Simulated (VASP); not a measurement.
## Ni under changes of volume

One of the cells (10.809 Å³/atom); the others are scaled copies at fixed shape and fractional positions:

```xyz
1
Lattice="-1.3929 1.3929 1.3929 1.3929 -1.3929 1.3929 1.3929 1.3929 -1.3929" Properties=species:S:1:pos:R:3 pbc="T T T"
Ni    0.0000    0.0000    0.0000
```

This isn't the form of Ni at room conditions, which is fcc.

- Program: VASP 6.6.1
- Functional: PBEsol
- Potentials or basis: VASP PAW PBE potentials, release 64 (Ni)
- Cutoff: 520 eV
- k mesh: 13 × 13 × 13
- Occupations: fermi-dirac, width 0.05 eV
- Spin: collinear spin, ferromagnetic start
- Starting moments: [1.0] μB

| volume (Å³/atom) | energy over the lowest point (meV/atom) | pressure (GPa) | moment (μB per cell) |
| --- | --- | --- | --- |
| 9.962 | 18.32 | 12.1 | 0.49 |
| 10.174 | 5.74 | 6.8 | 0.54 |
| 10.385 | 0.00 | 1.9 | 0.57 |
| 10.809 | 6.39 | -6.3 | 0.59 |
| 11.021 | 17.21 | -9.9 | 0.60 |
| 11.233 | ? | ? | ? |

Task: What does the run at 11.233 Å³/atom give?

Result: Energy over the lowest point 32.35 meV/atom; pressure -12.9 GPa; moment 0.60 μB per cell.

Worked out: A Birch-Murnaghan fit of order 3 (a polynomial in V^(-2/3)) to the other rows has its minimum at 10.47 Å³/atom with B0 = V·E''(V) = 219 GPa and B' = 4.6. It gives 32.44 meV/atom at 11.233 Å³/atom, against the run's 32.35, and -dE/dV = -13.0 GPa, against -12.9. A parabola through the other rows of the moment, of slope -0.0879 μB per Å³/atom there, extrapolates to 0.58 μB, against the run's 0.60.

Energies are extrapolated to zero smearing.

Caveats: the PAW data sets were made with another functional, which shifts forces and pressure a little.
